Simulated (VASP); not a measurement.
# HfO2: phonons with LDA

HfO2:

```xyz
12
Lattice="5.0308 0.0000 -0.0092 0.0000 5.1252 0.0000 -0.8535 0.0000 5.1207" Properties=species:S:1:pos:R:3 pbc="T T T"
Hf    1.2207    0.2178    1.0621
Hf    3.3834    2.7804    1.4890
Hf    2.9566    4.9074    4.0494
Hf    0.7939    2.3448    3.6225
O     1.8329    3.8882    2.4643
O     2.7711    1.3256    0.0869
O     2.3444    1.2370    2.6472
O     1.4062    3.7997    5.0246
O     0.0824    1.7526    1.7233
O     4.5216    4.3152    0.8278
O     4.0949    3.3726    3.3881
O    -0.3444    0.8100    4.2837
```

* Program: VASP 6.6.1
* Task: phonons
* Functional: LDA
* Potentials or basis: VASP PAW LDA potentials, release 64 (Hf_pv, O)
* Cutoff: 600 eV
* k mesh: 6 × 6 × 6
* Occupations: gaussian, width 0.03 eV
* Spin: no spin polarisation
* By perturbation theory: no
* Further INCAR settings: ALGO = Fast; EDIFF = 1e-08; IBRION = 6; POTIM = 0.015; NSW = 1

* Highest phonon frequency at Γ, LO-TO splitting left out: 783 cm⁻¹

Phonon frequencies in cm⁻¹ (negative: imaginary):
```
              q point                                                                                                                                frequencies
(0.000, 0.000, 0.000)  0 0 0 128 136 138 139 151 171 186 242 247 258 259 261 328 336 350 351 368 397 412 412 418 501 507 519 526 562 581 621 644 668 680 747 783
```

It took 43 min on 4 MPI ranks on Intel(R) Xeon(R) Platinum 8488C (Sapphire Rapids) (shared host), peak memory 1.1 GiB a rank.

The run has no spin-orbit coupling, so splittings on Hf are missing.
